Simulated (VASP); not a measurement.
GaAs:

```
As Ga
1.0
     0.00000    2.82685    2.82685
     2.82685    0.00000    2.82685
     2.82685    2.82685    0.00000
As Ga
1 1
Direct
  0.75000 0.75000 0.75000
  0.00000 0.00000 0.00000
```

- Program: VASP 6.6.1
- Task: relaxation of cell and atoms
- Functional: RPBE
- Dispersion: D3
- Potentials or basis: VASP PAW PBE potentials, release 64 (As, Ga_d)
- Cutoff: 600 eV
- k mesh: 8 × 8 × 8
- Occupations: fermi-dirac, width 0.05 eV
- Spin: no spin polarisation

At the start: pressure 2.5 GPa; volume 22.59 Å³/atom.

Question: Where does the relaxation end?

Answer: Over 3 steps the energy falls by 6.0 meV/atom and the volume is 23.40 Å³/atom (+3.6 %); space group F-43m (No. 216, to 0.05 Å).

The path:
```csv
step,energy change (eV),largest force (eV/Å),pressure (GPa),volume (Å³)
1,0.0000,0.0000,2.46,45.18
2,-0.0100,0.0000,-0.81,47.49
3,-0.0120,0.0000,0.07,46.80
```

Final structure:
```yaml
crystal:
  lattice:
    - [0.00000, 2.86031, 2.86031]
    - [2.86031, 0.00000, 2.86031]
    - [2.86031, 2.86031, 0.00000]
  atoms:
    - { symbol: As, position: [0.75000, 0.75000, 0.75000] }
    - { symbol: Ga, position: [0.00000, 0.00000, 0.00000] }
```

Caveat: the PAW data sets were made with another functional, which shifts forces and pressure a little.
